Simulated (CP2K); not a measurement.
# PbS (Cmcm) in CP2K: further runs, part 2 of 2

CP2K 2026.2. Earlier steps stand in the parts before.

## 3. Band structure, PBEsol

File pbs_bands.inp:

```
&GLOBAL
  PROJECT pbs_bands
  RUN_TYPE ENERGY_FORCE
  PRINT_LEVEL LOW
&END GLOBAL
&FORCE_EVAL
  METHOD QS
  STRESS_TENSOR ANALYTICAL
  &DFT
    BASIS_SET_FILE_NAME BASIS_MOLOPT_UZH
    POTENTIAL_FILE_NAME POTENTIAL_UZH
    &MGRID
      CUTOFF 450
      REL_CUTOFF 60
      NGRIDS 4
    &END MGRID
    &QS
      METHOD GPW
      EPS_DEFAULT 1.0E-10
    &END QS
    &KPOINTS
      SCHEME MONKHORST-PACK 5 5 5
      GAMMA_CENTERED T
      SYMMETRY T
      SYMMETRY_BACKEND SPGLIB
    &END KPOINTS
    &SCF
      SCF_GUESS ATOMIC
      EPS_SCF 1.0E-6
      MAX_SCF 100
      ADDED_MOS 14
      CHOLESKY OFF
      EPS_EIGVAL 1.0E-7
      &DIAGONALIZATION ON
        ALGORITHM STANDARD
      &END DIAGONALIZATION
      &MIXING ON
        METHOD BROYDEN_MIXING
        ALPHA 0.4
        BETA 1.5
        NBUFFER 8
      &END MIXING
      &SMEAR ON
        METHOD FERMI_DIRAC
        ELECTRONIC_TEMPERATURE 580.23
      &END SMEAR
    &END SCF
    &XC
      &XC_FUNCTIONAL
        &GGA_X_PBE_SOL
        &END GGA_X_PBE_SOL
        &GGA_C_PBE_SOL
        &END GGA_C_PBE_SOL
      &END XC_FUNCTIONAL
    &END XC
    &PRINT
      &KPOINTS ON
      &END KPOINTS
      &MULLIKEN ON
      &END MULLIKEN
      &MO ON
        ENERGIES T
        OCCUPATION_NUMBERS T
        &EACH
          QS_SCF 0
        &END EACH
        ADD_LAST NUMERIC
      &END MO
      &LOWDIN ON
      &END LOWDIN
      &HIRSHFELD ON
        SHAPE_FUNCTION DENSITY
      &END HIRSHFELD
      &BAND_STRUCTURE
        FILE_NAME bands.bs
        ADDED_MOS 2
        &KPOINT_SET
          UNITS B_VECTOR
          NPOINTS 10
          SPECIAL_POINT GAMMA 0.00000000 0.00000000 0.00000000
          SPECIAL_POINT X 0.28013042 0.28013042 0.00000000
          SPECIAL_POINT S 0.00000000 0.50000000 0.00000000
          SPECIAL_POINT R 0.00000000 0.50000000 0.50000000
          SPECIAL_POINT A 0.28013042 0.28013042 0.50000000
          SPECIAL_POINT Z 0.00000000 0.00000000 0.50000000
          SPECIAL_POINT GAMMA 0.00000000 0.00000000 0.00000000
          SPECIAL_POINT Y -0.50000000 0.50000000 0.00000000
          SPECIAL_POINT X1 -0.28013042 0.71986958 0.00000000
          SPECIAL_POINT A1 -0.28013042 0.71986958 0.50000000
          SPECIAL_POINT T -0.50000000 0.50000000 0.50000000
          SPECIAL_POINT Y -0.50000000 0.50000000 0.00000000
        &END KPOINT_SET
        &KPOINT_SET
          UNITS B_VECTOR
          NPOINTS 10
          SPECIAL_POINT Z 0.00000000 0.00000000 0.50000000
          SPECIAL_POINT T -0.50000000 0.50000000 0.50000000
        &END KPOINT_SET
      &END BAND_STRUCTURE
    &END PRINT
  &END DFT
  &SUBSYS
    &CELL
      A 6.3420691685 0.0000000000 0.0000000000
      B -4.9777815524 3.9298259700 0.0000000000
      C 0.0000000000 0.0000000000 4.2793209400
      PERIODIC XYZ
    &END CELL
    &COORD
      Pb  -3.4998239208 3.4167347264 1.0698302350
      Pb  4.8641115369 0.5130912436 3.2094907050
      S   -0.9615314574 2.5355351516 1.0698302350
      S   2.3258190735 1.3942908184 3.2094907050
    &END COORD
    &KIND Pb
      BASIS_SET TZVP-MOLOPT-PBE-GTH-q4
      POTENTIAL GTH-PBE-q4
    &END KIND
    &KIND S
      BASIS_SET TZVP-MOLOPT-PBE-GTH-q6
      POTENTIAL GTH-PBE-q6
    &END KIND
    &PRINT
      &ATOMIC_COORDINATES ON
      &END ATOMIC_COORDINATES
      &CELL ON
      &END CELL
      &SYMMETRY ON
      &END SYMMETRY
    &END PRINT
  &END SUBSYS
  &PRINT
    &FORCES ON
    &END FORCES
    &STRESS_TENSOR ON
    &END STRESS_TENSOR
  &END PRINT
&END FORCE_EVAL
```

Potentials or basis: POTENTIAL_UZH Pb GTH-PBE-q4, S GTH-PBE-q6; TZVP-MOLOPT-PBE-GTH basis.

Launch:

```bash
OMP_NUM_THREADS=1 cp2k.psmp -i pbs_bands.inp -o pbs_bands.out
```

Wall time 21 s (1 thread of Arm Neoverse V1, shared host); peak memory 0.45 GiB.

It converged, with:

```yaml
Free_energy: -748.5502 eV
Pressure: 0.4 GPa
Largest_force: 0.275 eV/Å
Band_gap_on_the_k_mesh: 1.07 eV, indirect (least direct gap 1.17 eV)
Band_gap_along_the_path: 0.98 eV, indirect (least direct gap 1.06 eV)
Mulliken_charges: Pb +0.70; S -0.70 e
Hirshfeld_charges: Pb +0.26; S -0.26 e
```

Forces on the atoms (eV/Å):
```
Pb  -0.260  0.090  0.000
Pb   0.260 -0.090  0.000
S    0.226 -0.078  0.000
S   -0.226  0.078  0.000
```

Stress tensor (GPa, compression positive):
```
 0.94 -0.26  0.00
-0.26  0.27  0.00
 0.00  0.00  0.13
```

Levels at the corners of the path, in eV from the valence-band top:
```tsv
point	band 8	band 9	band 10	band 11	band 12	band 13
Γ	-1.81	-1.61	-0.57	4.59	4.61	4.98
X	-1.47	-0.84	-0.27	1.49	1.74	2.00
S	-1.41	-0.50	-0.43	1.60	1.72	2.13
R	-3.36	-1.58	-1.58	3.29	3.29	5.29
A	-2.99	-1.62	-1.62	3.13	3.13	5.72
Z	-1.35	-0.20	-0.20	1.66	1.66	2.75
Γ	-1.81	-1.61	-0.57	4.59	4.61	4.98
Y	-2.04	-1.44	-0.54	0.98	4.53	4.75
X1	-1.47	-0.84	-0.27	1.49	1.74	2.00
A1	-2.99	-1.62	-1.62	3.13	3.13	5.72
T	-1.43	-0.61	-0.61	1.60	1.60	3.19
Y	-2.04	-1.44	-0.54	0.98	4.53	4.75
Z	-1.35	-0.20	-0.20	1.66	1.66	2.75
T	-1.43	-0.61	-0.61	1.60	1.60	3.19
```

Caveat: Mulliken charges move with the basis; the potentials were made for another functional, which shifts forces and pressure; spin-orbit coupling is left out, which as a rule narrows the gap of such compounds by several tenths of an eV; the mesh misses the band edges, which the band path finds closer together; the basis of atomic orbitals isn't converged, which shifts pressures, moduli and gaps.

## 4. Band structure, r2SCAN

pbs_bands.inp: that of step 3 with these lines changed.

```diff
@@ -12,3 +12,3 @@
     &MGRID
-      CUTOFF 450
+      CUTOFF 675
       REL_CUTOFF 60
@@ -44,3 +44,3 @@
         METHOD FERMI_DIRAC
-        ELECTRONIC_TEMPERATURE 580.23
+        ELECTRONIC_TEMPERATURE [K] 580.226
       &END SMEAR
@@ -49,6 +49,6 @@
       &XC_FUNCTIONAL
-        &GGA_X_PBE_SOL
-        &END GGA_X_PBE_SOL
-        &GGA_C_PBE_SOL
-        &END GGA_C_PBE_SOL
+        &MGGA_X_R2SCAN
+        &END MGGA_X_R2SCAN
+        &MGGA_C_R2SCAN
+        &END MGGA_C_R2SCAN
       &END XC_FUNCTIONAL
@@ -78,3 +78,3 @@
           UNITS B_VECTOR
-          NPOINTS 10
+          NPOINTS 8
           SPECIAL_POINT GAMMA 0.00000000 0.00000000 0.00000000
@@ -94,3 +94,3 @@
           UNITS B_VECTOR
-          NPOINTS 10
+          NPOINTS 8
           SPECIAL_POINT Z 0.00000000 0.00000000 0.50000000
@@ -103,5 +103,4 @@
     &CELL
-      A 6.3420691685 0.0000000000 0.0000000000
-      B -4.9777815524 3.9298259700 0.0000000000
-      C 0.0000000000 0.0000000000 4.2793209400
+      ABC 6.3420691685 6.3420691685 4.2793209400
+      ALPHA_BETA_GAMMA 90.0000000000 90.0000000000 141.7098479500
       PERIODIC XYZ
@@ -115,8 +114,8 @@
     &KIND Pb
-      BASIS_SET TZVP-MOLOPT-PBE-GTH-q4
-      POTENTIAL GTH-PBE-q4
+      BASIS_SET TZVP-MOLOPT-SCAN-GTH-q4
+      POTENTIAL GTH-SCAN-q4
     &END KIND
     &KIND S
-      BASIS_SET TZVP-MOLOPT-PBE-GTH-q6
-      POTENTIAL GTH-PBE-q6
+      BASIS_SET TZVP-MOLOPT-SCAN-GTH-q6
+      POTENTIAL GTH-SCAN-q6
     &END KIND
@@ -127,4 +126,2 @@
       &END CELL
-      &SYMMETRY ON
-      &END SYMMETRY
     &END PRINT
```

Potentials or basis: POTENTIAL_UZH Pb GTH-SCAN-q4, S GTH-SCAN-q6; TZVP-MOLOPT-SCAN-GTH basis.

Launch:

```bash
OMP_NUM_THREADS=1 cp2k.psmp -i pbs_bands.inp -o pbs_bands.out
```

pbs_bands.out:

```text

 CP2K| version string:                                       CP2K version 2026.2
 CP2K| Input file name                                             pbs_bands.inp

 GLOBAL| Force Environment number                                              1
 GLOBAL| Basis set file name                                    BASIS_MOLOPT_UZH
 GLOBAL| Potential file name                                       POTENTIAL_UZH
 GLOBAL| MM Potential file name                                     MM_POTENTIAL
 GLOBAL| Coordinate file name                                      __STD_INPUT__
 GLOBAL| Method name                                                        CP2K
 GLOBAL| Project name                                                  pbs_bands
 GLOBAL| Run type                                                   ENERGY_FORCE
 GLOBAL| FFT library                                                       FFTW3
 GLOBAL| Diagonalization library                                       ScaLAPACK
 GLOBAL| Cholesky decomposition library                                ScaLAPACK
 GLOBAL| DGEMM library                                                      BLAS
 GLOBAL| Direct generalized diagonalization requested                          F
 GLOBAL| Matrix multiplication library                                 ScaLAPACK
 GLOBAL| Global print level                                                  LOW
 GLOBAL| Total number of message passing processes                             1
 GLOBAL| Number of threads for this process                                    1
 GLOBAL| CPU model name                                                  UNKNOWN

 CELL| Volume [angstrom^3]:                                           106.654492
[... 625 lines left out ...]
 KPOINTS| Special point     2           X     0.280130     0.280130     0.000000
 KPOINTS| Special point     3           S     0.000000     0.500000     0.000000
 KPOINTS| Special point     4           R     0.000000     0.500000     0.500000
 KPOINTS| Special point     5           A     0.280130     0.280130     0.500000
 KPOINTS| Special point     6           Z     0.000000     0.000000     0.500000
 KPOINTS| Special point     7       GAMMA     0.000000     0.000000     0.000000
 KPOINTS| Special point     8           Y    -0.500000     0.500000     0.000000
 KPOINTS| Special point     9          X1    -0.280130     0.719870     0.000000
 KPOINTS| Special point    10          A1    -0.280130     0.719870     0.500000
 KPOINTS| Special point    11           T    -0.500000     0.500000     0.500000
 KPOINTS| Special point    12           Y    -0.500000     0.500000     0.000000
 KPOINTS| Number of k-points in set    2                                       9
 KPOINTS| In units of b-vector [2pi/Bohr]
 KPOINTS| Special point     1           Z     0.000000     0.000000     0.500000
 KPOINTS| Special point     2           T    -0.500000     0.500000     0.500000

 ENERGY| Total FORCE_EVAL ( QS ) energy [hartree]            -27.735844672678226

 FORCES| Atomic forces [hartree/bohr]
 FORCES|   Atom     x               y               z               |f|
 FORCES|      1  3.67734735E-03 -1.27664328E-03  3.31143735E-10   3.89264712E-03
 FORCES|      2 -3.67733232E-03  1.27664749E-03 -1.04882015E-09   3.89263430E-03
 FORCES|      3 -3.04940304E-03  1.05862638E-03  1.20591310E-09   3.22793258E-03
 FORCES|      4  3.04938801E-03 -1.05863059E-03 -4.88066058E-10   3.22791976E-03
 FORCES| Sum    -9.34335942E-13  1.90888971E-13  1.70627871E-13
 FORCES| Total atomic force                                       9.68780740E-13

 STRESS| Analytical stress tensor [bar]
 STRESS|                        x                   y                   z
 STRESS|      x       -1.14968649585E+04   1.89079961434E+03   1.02581476496E-03
 STRESS|      y        1.89079961434E+03  -6.70688896439E+03  -3.56187826754E-04
 STRESS|      z        1.02581476496E-03  -3.56187826754E-04  -8.59382842356E+03
 STRESS| 1/3 Trace                                            -8.93252744881E+03
 STRESS| Determinant                                          -6.31930617405E+11

 STRESS| Eigenvectors and eigenvalues of the analytical stress tensor [bar]
 STRESS|                        1                   2                   3
 STRESS| Eigenvalues  -1.21532849459E+04  -8.59382842356E+03  -6.05046897698E+03
 STRESS|      x           0.944690329929      0.000000288207      0.327963687834
 STRESS|      y          -0.327963687834     -0.000000100032      0.944690329929
 STRESS|      z          -0.000000305073      1.000000000000     -0.000000000022
```

bands.bs:

```text
# Set 1: 12 special points, 89 k-points, 26 bands
#  Special point 1          0.00000000     0.00000000     0.00000000  GAMMA
#  Special point 2          0.28013042     0.28013042     0.00000000  X
#  Special point 3          0.00000000     0.50000000     0.00000000  S
#  Special point 4          0.00000000     0.50000000     0.50000000  R
#  Special point 5          0.28013042     0.28013042     0.50000000  A
#  Special point 6          0.00000000     0.00000000     0.50000000  Z
#  Special point 7          0.00000000     0.00000000     0.00000000  GAMMA
#  Special point 8         -0.50000000     0.50000000     0.00000000  Y
#  Special point 9         -0.28013042     0.71986958     0.00000000  X1
#  Special point 10        -0.28013042     0.71986958     0.50000000  A1
#  Special point 11        -0.50000000     0.50000000     0.50000000  T
#  Special point 12        -0.50000000     0.50000000     0.00000000  Y
#  Point 1      Spin 1:     0.00000000     0.00000000     0.00000000       0.01123596
#   Band    Energy [eV]     Occupation
       1   -10.57037803     2.00000000
       2    -8.86143618     2.00000000
       3    -4.05626840     2.00000000
       4    -2.96938158     2.00000000
       5    -1.38624221     2.00000000
       6    -0.09715143     2.00000000
[... 1426 lines left out ...]
       5    -0.83563994     2.00000000
       6    -0.01953147     2.00000000
[... 14 lines left out ...]
      21    14.15779857     0.00000000
      22    14.32657166     0.00000000
```

It took 56 s on 1 thread of Arm Neoverse V1, shared host; peak memory 0.67 GiB.

Results:

```
Free energy             : -754.7307 eV
Pressure                : -0.9 GPa
Largest force           : 0.200 eV/Å
Band gap on the k mesh  : 1.32 eV, indirect (least direct gap 1.45 eV)
Band gap along the path : 1.14 eV, indirect (least direct gap 1.33 eV)
Mulliken charges        : Pb +0.80; S -0.80 e
Hirshfeld charges       : Pb +0.29; S -0.29 e
```

Forces on the atoms (eV/Å):
```
Pb   0.189 -0.066  0.000
Pb  -0.189  0.066  0.000
S   -0.157  0.054  0.000
S    0.157 -0.054  0.000
```

Levels at the corners of the path, in eV from the valence-band top:
| point | band 8 | band 9 | band 10 | band 11 | band 12 | band 13 |
| --- | --- | --- | --- | --- | --- | --- |
| Γ | -1.86 | -1.68 | -0.62 | 4.95 | 5.05 | 5.28 |
| X | -1.45 | -0.77 | -0.30 | 1.71 | 2.00 | 2.03 |
| S | -1.40 | -0.45 | -0.44 | 1.87 | 1.92 | 2.15 |
| R | -3.39 | -1.67 | -1.67 | 3.62 | 3.62 | 5.54 |
| A | -3.04 | -1.70 | -1.70 | 3.41 | 3.41 | 6.04 |
| Z | -1.34 | -0.20 | -0.20 | 1.91 | 1.91 | 2.77 |
| Γ | -1.86 | -1.68 | -0.62 | 4.95 | 5.05 | 5.28 |
| Y | -2.09 | -1.49 | -0.56 | 1.14 | 4.65 | 5.30 |
| X1 | -1.45 | -0.77 | -0.30 | 1.71 | 2.00 | 2.03 |
| A1 | -3.04 | -1.70 | -1.70 | 3.41 | 3.41 | 6.04 |
| T | -1.44 | -0.54 | -0.54 | 1.84 | 1.84 | 3.15 |
| Y | -2.09 | -1.49 | -0.56 | 1.14 | 4.65 | 5.30 |
| Z | -1.34 | -0.20 | -0.20 | 1.91 | 1.91 | 2.77 |
| T | -1.44 | -0.54 | -0.54 | 1.84 | 1.84 | 3.15 |

Caveat: Mulliken charges move with the basis; spin-orbit coupling is left out, which as a rule narrows the gap of such compounds by several tenths of an eV; the mesh misses the band edges, which the band path finds closer together; the basis of atomic orbitals isn't converged, which shifts pressures, moduli and gaps.

## 5. Summary

```tsv
level	potentials or basis	points a segment of the path (NPOINTS)	bands added on the path	CUTOFF of the grids	gap on the mesh (eV)	pressure (GPa)	largest force (eV/Å)
LDA	GTH_POTENTIALS Pb GTH-PADE-q4, S GTH-PADE-q6; TZVP-MOLOPT-PBE-GTH basis	10	4	450 Ry	1.05	-4.2	0.27
PBEsol	POTENTIAL_UZH Pb GTH-PBE-q4, S GTH-PBE-q6; TZVP-MOLOPT-PBE-GTH basis	10	2	450 Ry	1.07	0.4	0.27
r2SCAN	POTENTIAL_UZH Pb GTH-SCAN-q4, S GTH-SCAN-q6; TZVP-MOLOPT-SCAN-GTH basis	8	2	675 Ry	1.32	-0.9	0.20
```

Alike in all rows: task band structure; no spin polarisation; cell as given; k mesh 5 × 5 × 5; smearing fermi-dirac 0.05 eV.

Caveats: spin-orbit coupling is left out, which as a rule narrows the gap of such compounds by several tenths of an eV; the mesh misses the band edges, which the band path finds closer together; the basis of atomic orbitals isn't converged, which shifts pressures, moduli and gaps; the potentials were made for another functional, which shifts forces and pressure (some runs).

Absolute energies hang on the potentials; compare differences alone.
